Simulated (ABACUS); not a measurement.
# Mo (Im-3m) in ABACUS: equation of state

Aim: energy against volume of Mo in PBEsol, for its equilibrium volume and stiffness.

Program: ABACUS 3.10.1. These are calculated values, not measurements. Logs are shortened: lines on timing, memory, paths and dates and some standing lists are left out, and cuts for length are marked.

## 1. The structure

Symmetry: Im-3m, No. 229, cubic system. Conventional cell: a = 3.168 Å, b = 3.168 Å, c = 3.168 Å, α = 90.00°, β = 90.00°, γ = 90.00°. Around Mo (site symmetry m-3m) lie 8 Mo at 2.74 Å.

## 2. Equation of state, PBEsol, 14.94 Å³/atom (volume scaled by 0.94)

INPUT

```
INPUT_PARAMETERS
suffix              Mo
calculation         scf
basis_type          pw
pseudo_dir          ./
symmetry            1
dft_functional      pbesol
ecutwfc             81
pseudo_rcut         7
nspin               1
nbands              11
ks_solver           dav
smearing_method     fd
smearing_sigma      0.00367493
scf_thr             1e-08
scf_nmax            100
mixing_type         broyden
mixing_beta         0.7
cal_force           1
cal_stress          1
kpar                4
```

STRU

```
ATOMIC_SPECIES
Mo 95.9500 Mo.upf

LATTICE_CONSTANT
1.8897261246

LATTICE_VECTORS
-1.5514772677 1.5514772677 1.5514772677
1.5514772677 -1.5514772677 1.5514772677
1.5514772677 1.5514772677 -1.5514772677

ATOMIC_POSITIONS
Direct

Mo
0.0
1
0.0000000000 0.0000000000 0.0000000000 1 1 1
```

KPT

```
K_POINTS
0
Gamma
12 12 12 0 0 0
```

Potentials or basis: PseudoDojo NC SR 0.4.1 PBEsol standard, plane waves.

Launch:

```
$ OMP_NUM_THREADS=1 mpirun -np 4 abacus > log
```

running log:

```text
ABACUS v3.10.1

               Atomic-orbital Based Ab-initio Computation at UStc

 ------------------------------------------------------------------------------------

 READING GENERAL INFORMATION
                           global_out_dir = OUT.Mo/
                           global_in_card = INPUT
                               pseudo_dir = ./
                              orbital_dir =
                                    DSIZE = 4
                                    GSIZE = 1

 READING UNITCELL INFORMATION
                                    ntype = 1
                  lattice constant (Bohr) = 1.88973
              lattice constant (Angstrom) = 1

 READING ATOM TYPE 1
                               atom label = Mo
                      L=0, number of zeta = 1
                      L=1, number of zeta = 1
                      L=2, number of zeta = 1
             number of atom for this type = 1

                        TOTAL ATOM NUMBER = 1
DIRECT COORDINATES
    atom                   x                   y                   z     mag                  vx                  vy                  vz
taud_Mo1            0.0000000000        0.0000000000        0.0000000000  0.0000        0.0000000000        0.0000000000        0.0000000000

                          Volume (Bohr^3) = 100.807
                             Volume (A^3) = 14.9381

 Lattice vectors: (Cartesian coordinate: in unit of a_0)
             -1.55148            +1.55148            +1.55148
             +1.55148            -1.55148            +1.55148
             +1.55148            +1.55148            -1.55148
 Reciprocal vectors: (Cartesian coordinate: in unit of 2 pi/a_0)
                   +0           +0.322273           +0.322273
            +0.322273                  +0           +0.322273
            +0.322273           +0.322273                  +0
 The esolver type has been set to : ksdft_pw

                PAO radial cut off (Bohr) = 7

 Read in pseudopotential file is Mo.upf
                     pseudopotential type = NC
          exchange-correlation functional = PBESOL
                 nonlocal core correction = 1
                        valence electrons = 14
                                     lmax = 2
                           number of zeta = 4
                     number of projectors = 6
                           L of projector = 0
                           L of projector = 0
                           L of projector = 1
                           L of projector = 1
                           L of projector = 2
                           L of projector = 2
     initial pseudo atomic orbital number = 10

 SETUP THE ELECTRONS NUMBER
            electron number of element Mo = 14
      total electron number of element Mo = 14
            AUTOSET number of electrons:  = 14
                           occupied bands = 7
                                   NBANDS = 11
                                   NLOCAL = 9

%%%%%%%%%%%%%%%%%%%%%%%%%%%%%%%%%%%%%%%%%%%%%%%%%%%%%%%%%%%%%%%%%%%%%%%%%%%%%%%%%%%%%%%%%%%%%%%%%%%%%%%%%%
 Warning: the number of valence electrons in pseudopotential > 6 for Mo: [Kr] 4d5 5s1
 Pseudopotentials with additional electrons can yield (more) accurate outcomes, but may be less efficient.
 If you're confident that your chosen pseudopotential is appropriate, you can safely ignore this warning.
%%%%%%%%%%%%%%%%%%%%%%%%%%%%%%%%%%%%%%%%%%%%%%%%%%%%%%%%%%%%%%%%%%%%%%%%%%%%%%%%%%%%%%%%%%%%%%%%%%%%%%%%%%

 SETUP THE PLANE WAVE BASIS
 energy cutoff for charge/potential (unit:Ry) = 324
            fft grid for charge/potential = [ 30, 30, 30 ]
                        fft grid division = [ 1, 1, 1 ]
        big fft grid for charge/potential = [ 30, 30, 30 ]
                                     nbxx = 27000
                                     nrxx = 27000

 SETUP PLANE WAVES FOR CHARGE/POTENTIAL
                    number of plane waves = 10005
                         number of sticks = 627

 PARALLEL PW FOR CHARGE/POTENTIAL
     PROC   COLUMNS(POT)             PW
        1            627          10005
 --------------- sum -------------------
        1            627          10005
                            number of |g| = 132
                                  max |g| = 29.2886
                                  min |g| = 0

----------- Double Check Mixing Parameters Begin ------------
mixing_type: broyden
mixing_beta: 0.7
mixing_gg0: 1
mixing_gg0_min: 0.1
mixing_ndim: 8
----------- Double Check Mixing Parameters End ------------

 LATTICE VECTORS: (CARTESIAN COORDINATE: IN UNIT OF A0)
             -1.55148            +1.55148            +1.55148
             +1.55148            -1.55148            +1.55148
             +1.55148            +1.55148            -1.55148
[... 26 lines left out ...]
                   Input type of k points = Monkhorst-Pack(Gamma)
                                   nkstot = 1728
                       right hand lattice = 1
(for reciprocal lattice: )
                             BRAVAIS TYPE = 3
                     BRAVAIS LATTICE NAME = 03. Cubic F (face-centered)
                                    ibrav = 3
                       right hand lattice = 1
(for k-lattice: )
                             BRAVAIS TYPE = 3
                     BRAVAIS LATTICE NAME = 03. Cubic F (face-centered)
                                    ibrav = 3
                       right hand lattice = 1
                        ROTATION MATRICES = 48
                               nkstot_ibz = 72
K-POINTS REDUCTION ACCORDING TO SYMMETRY
     IBZ    DIRECT_X    DIRECT_Y    DIRECT_Z  WEIGHT  ibz2bz
       1  0.00000000  0.00000000  0.00000000  0.0006       0
       2 -0.08333333  0.08333333  0.00000000  0.0069       1
       3 -0.16666667  0.16666667  0.00000000  0.0069       2
       4 -0.25000000  0.25000000  0.00000000  0.0069       3
       5 -0.33333333  0.33333333  0.00000000  0.0069       4
       6 -0.41666667  0.41666667  0.00000000  0.0069       5
[... 22 lines left out ...]
      29 -0.16666667  0.16666667  0.08333333  0.0139     178
      30  0.41666667  0.25000000  0.25000000  0.0139     183
[... 42 further k points ...]

                               nkstot now = 72
[... K-POINTS DIRECT COORDINATES: 72 rows ...]

           k-point number in this process = 18
       minimum distributed K point number = 18
[... stars of the k points ...]

[... K-POINTS CARTESIAN COORDINATES: 18 rows ...]

[... K-POINTS DIRECT COORDINATES: 18 rows ...]

 SETUP PLANE WAVES FOR WAVE FUNCTIONS
     energy cutoff for wavefunc (unit:Ry) = 81
              fft grid for wave functions = [ 30, 30, 30 ]
                    number of plane waves = 1865
                         number of sticks = 205

 PARALLEL PW FOR WAVE FUNCTIONS
     PROC   COLUMNS(POT)             PW
        1            205           1865
 --------------- sum -------------------
        1            205           1865

 SETUP NONLOCAL PSEUDOPOTENTIALS IN PLANE WAVE BASIS
 Mo non-local projectors:
 projector 1 L=0
 projector 2 L=0
 projector 3 L=1
 projector 4 L=1
 projector 5 L=2
 projector 6 L=2
      TOTAL NUMBER OF NONLOCAL PROJECTORS = 18

 Init Non-Local PseudoPotential table :
 Init Non-Local-Pseudopotential done.

                                     npwx = 1253

 Make real space PAO into reciprocal space.
       max mesh points in Pseudopotential = 701
     dq(describe PAO in reciprocal space) = 0.01
                                    max q = 1084

 number of pseudo atomic orbitals for Mo is 4
WARNING: norm of atomic wavefunction # 3 of atomic type Mo is 0.999077, renormalized
WARNING: norm of atomic wavefunction # 4 of atomic type Mo is 0.989366, renormalized

 -------------------------------------------
 SELF-CONSISTENT
 -------------------------------------------
                                 init_chg = atomic

 PW ALGORITHM --------------- ION=   1  ELEC=   1--------------------------------
 Notice: Threshold on eigenvalues was too large.
 hsover_error=0.14 > DRHO=0.129282
 Origin diag ethr = 0.01
 New diag ethr = 0.000923444

 Density error is 0.130165960112
                          Error Threshold = 0.000923443921398
----------------------------------------------------------
     Energy           Rydberg                 eV
----------------------------------------------------------
 E_KohnSham     -140.5250572388      -1911.9414902240
 E_Harris       -142.8944327407      -1944.1784977514
 E_Fermi        1.7085380319         23.2458524836
----------------------------------------------------------
[... 51 lines left out ...]
 Density error is 8.98835821247e-10
                          Error Threshold = 2.84494033395e-10
----------------------------------------------------------
     Energy           Rydberg                 eV
----------------------------------------------------------
 E_KohnSham     -140.5530107128      -1912.3218167497
 E_KS(sigma->0) -140.5529346378      -1912.3207816952
 E_Harris       -140.5530148079      -1912.3218724653
 E_band         -2.7440264981        -37.3343958377
 E_one_elec     -15.3798323730       -209.2533545577
 E_Hartree      17.0214774606        231.5890818424
 E_xc           -20.5502193401       -279.6000781748
 E_Ewald        -121.6442843102      -1655.0553957506
 E_entropy(-TS) -0.0001521502        -0.0020701091
 E_descf        0.0000000000         0.0000000000
 E_exx          0.0000000000         0.0000000000
 E_Fermi        1.6408271920         22.3245992448
----------------------------------------------------------

 charge density convergence is achieved
 final etot is -1912.3218167 eV
 EFERMI = 22.324599245 eV

 STATE ENERGY(eV) AND OCCUPATIONS    NSPIN == 1
 1/18 kpoint (Cartesian) = 0.0000 0.0000 0.0000 (1253 pws)
       1       -38.8357     0.00115741
       2       -12.0036     0.00115741
       3       -12.0036     0.00115741
       4       -12.0036     0.00115741
       5        14.9646     0.00115741
       6        20.9301     0.00115741
       7        20.9301     0.00115741
       8        20.9301     0.00115741
       9        24.1099    3.60277e-19
      10        24.1099    3.60277e-19
      11        37.3650        0.00000
[... 53 lines left out ...]
 6/18 kpoint (Cartesian) = 0.13428 -0.13428 0.0000 (1244 pws)
       1       -38.5383      0.0138889
       2       -13.5264      0.0138889
       3       -12.4833      0.0138889
       4       -12.0184      0.0138889
       5        16.8849      0.0138889
       6        18.8721      0.0138889
       7        23.2017    3.34511e-10
       8        24.2662    1.89873e-19
       9        24.7340    1.63991e-23
      10        26.7790    2.83038e-41
      11        34.9424        0.00000

[... levels at 12 further k points ...]

------------------------------------------------------------------------------------------
 TOTAL-FORCE (eV/Angstrom)
------------------------------------------------------------------------------------------
                       Mo1         0.0000000000         0.0000000000         0.0000000000
------------------------------------------------------------------------------------------

----------------------------------------------------------------
 TOTAL-STRESS (KBAR)
----------------------------------------------------------------
        78.6478732521         0.0000000000         0.0000000000
         0.0000000000        78.6478732521        -0.0000000000
        -0.0000000000        -0.0000000000        78.6478732521
----------------------------------------------------------------
 TOTAL-PRESSURE: 78.647873 KBAR

 --------------------------------------------
 !FINAL_ETOT_IS -1912.3218167497284412 eV
 --------------------------------------------
```

It took 4.4 s on 4 MPI ranks of Intel Xeon Platinum 8375C at 2.90GHz (Ice Lake), shared host; peak memory 0.24 GiB.

What came out:

| Property | Result |
| --- | --- |
| Free energy | -1912.3218 eV |
| Pressure | 7.9 GPa |
| Band gap on the k mesh | none (metal or under the smearing width) |

## 3. Equation of state, PBEsol, 15.26 Å³/atom (volume scaled by 0.96)

INPUT is that of step 2.

STRU

```
ATOMIC_SPECIES
Mo 95.9500 Mo.upf

LATTICE_CONSTANT
1.8897261246

LATTICE_VECTORS
-1.5624035240 1.5624035240 1.5624035240
1.5624035240 -1.5624035240 1.5624035240
1.5624035240 1.5624035240 -1.5624035240

ATOMIC_POSITIONS
Direct

Mo
0.0
1
0.0000000000 0.0000000000 0.0000000000 1 1 1
```

KPT is that of step 2.

Potentials or basis: PseudoDojo NC SR 0.4.1 PBEsol standard, plane waves.

Launch:

```
$ OMP_NUM_THREADS=1 mpirun -np 4 abacus > log
```

Wall time 4.3 s (4 MPI ranks of Intel Xeon Platinum 8375C at 2.90GHz (Ice Lake), shared host); peak memory 0.24 GiB.

The run converged. Its results:

| Item | Value |
| --- | --- |
| Free energy | -1912.3310 eV |
| Pressure | 1.5 GPa |
| Band gap on the k mesh | none (metal or under the smearing width) |

## 4. Equation of state, PBEsol, 15.57 Å³/atom (volume scaled by 0.98)

INPUT is that of step 3.

STRU

```
ATOMIC_SPECIES
Mo 95.9500 Mo.upf

LATTICE_CONSTANT
1.8897261246

LATTICE_VECTORS
-1.5731790612 1.5731790612 1.5731790612
1.5731790612 -1.5731790612 1.5731790612
1.5731790612 1.5731790612 -1.5731790612

ATOMIC_POSITIONS
Direct

Mo
0.0
1
0.0000000000 0.0000000000 0.0000000000 1 1 1
```

KPT is that of step 3.

Launch:

```
$ OMP_NUM_THREADS=1 mpirun -np 4 abacus > log
```

Wall time 4.3 s (4 MPI ranks of Intel Xeon Platinum 8375C at 2.90GHz (Ice Lake), shared host); peak memory 0.24 GiB.

It converged, with:

```
Free energy            : -1912.3282 eV
Pressure               : -4.2 GPa
Band gap on the k mesh : none (metal or under the smearing width)
```

## 5. Equation of state, PBEsol, 15.89 Å³/atom

INPUT is that of step 4.

STRU

```
ATOMIC_SPECIES
Mo 95.9500 Mo.upf

LATTICE_CONSTANT
1.8897261246

LATTICE_VECTORS
-1.5838089719 1.5838089719 1.5838089719
1.5838089719 -1.5838089719 1.5838089719
1.5838089719 1.5838089719 -1.5838089719

ATOMIC_POSITIONS
Direct

Mo
0.0
1
0.0000000000 0.0000000000 0.0000000000 1 1 1
```

KPT is that of step 4.

Launch:

```
$ OMP_NUM_THREADS=1 mpirun -np 4 abacus > log
```

Wall time 4.4 s (4 MPI ranks of Intel Xeon Platinum 8375C at 2.90GHz (Ice Lake), shared host); peak memory 0.24 GiB.

The run converged. Its results:

```yaml
Free_energy: -1912.3147 eV
Pressure: -9.4 GPa
Band_gap_on_the_k_mesh: none (metal or under the smearing width)
```

## 6. Equation of state, PBEsol, 16.21 Å³/atom (volume scaled by 1.02)

INPUT is that of step 5.

STRU

```
ATOMIC_SPECIES
Mo 95.9500 Mo.upf

LATTICE_CONSTANT
1.8897261246

LATTICE_VECTORS
-1.5942980787 1.5942980787 1.5942980787
1.5942980787 -1.5942980787 1.5942980787
1.5942980787 1.5942980787 -1.5942980787

ATOMIC_POSITIONS
Direct

Mo
0.0
1
0.0000000000 0.0000000000 0.0000000000 1 1 1
```

KPT is that of step 5.

Potentials or basis: PseudoDojo NC SR 0.4.1 PBEsol standard, plane waves.

Launch:

```
$ OMP_NUM_THREADS=1 mpirun -np 4 abacus > log
```

Run time: 4.6 s. Hardware: 4 MPI ranks of Intel Xeon Platinum 8375C at 2.90GHz (Ice Lake), shared host; peak memory 0.24 GiB.

It converged, with:

```
Free energy            : -1912.2916 eV
Pressure               : -14.0 GPa
Band gap on the k mesh : none (metal or under the smearing width)
```

## 7. Equation of state, PBEsol, 16.53 Å³/atom (volume scaled by 1.04)

INPUT is that of step 6.

STRU

```
ATOMIC_SPECIES
Mo 95.9500 Mo.upf

LATTICE_CONSTANT
1.8897261246

LATTICE_VECTORS
-1.6046509537 1.6046509537 1.6046509537
1.6046509537 -1.6046509537 1.6046509537
1.6046509537 1.6046509537 -1.6046509537

ATOMIC_POSITIONS
Direct

Mo
0.0
1
0.0000000000 0.0000000000 0.0000000000 1 1 1
```

KPT is that of step 6.

Launch:

```
$ OMP_NUM_THREADS=1 mpirun -np 4 abacus > log
```

Wall time 2.4 s (4 MPI ranks of Intel Xeon Platinum 8375C at 2.90GHz (Ice Lake), shared host); peak memory 0.24 GiB.

Results (log left out):

| Quantity | Value |
| --- | --- |
| Free energy | -1912.2598 eV |
| Pressure | -18.1 GPa |
| Band gap on the k mesh | none (metal or under the smearing width) |

## 8. Equation of state, PBEsol, 16.85 Å³/atom (volume scaled by 1.06)

INPUT is that of step 7.

STRU

```
ATOMIC_SPECIES
Mo 95.9500 Mo.upf

LATTICE_CONSTANT
1.8897261246

LATTICE_VECTORS
-1.6148719360 1.6148719360 1.6148719360
1.6148719360 -1.6148719360 1.6148719360
1.6148719360 1.6148719360 -1.6148719360

ATOMIC_POSITIONS
Direct

Mo
0.0
1
0.0000000000 0.0000000000 0.0000000000 1 1 1
```

KPT is that of step 7.

Launch:

```
$ OMP_NUM_THREADS=1 mpirun -np 4 abacus > log
```

Run time: 2.3 s. Hardware: 4 MPI ranks of Intel Xeon Platinum 8375C at 2.90GHz (Ice Lake), shared host; peak memory 0.24 GiB.

The run converged. Its results:

```
Free energy            : -1912.2203 eV
Pressure               : -21.7 GPa
Band gap on the k mesh : none (metal or under the smearing width)
```

## 9. Equation of state, PBEsol

Potentials or basis: PseudoDojo NC SR 0.4.1 PBEsol standard, plane waves.

No new run: the results of the series are fitted here.

Results:

| Property | Result |
| --- | --- |
| Equilibrium volume | 15.34 Å³/atom |
| Bulk modulus | 283 GPa |
| Pressure derivative of the bulk modulus | 4.3 |

Energy against volume, from the lowest point:
```
volume (Å³/atom)  energy (meV/atom)
          14.938               9.20
          15.256               0.00
          15.574               2.78
          15.892              16.30
          16.209              39.45
          16.527              71.21
          16.845             110.69
```
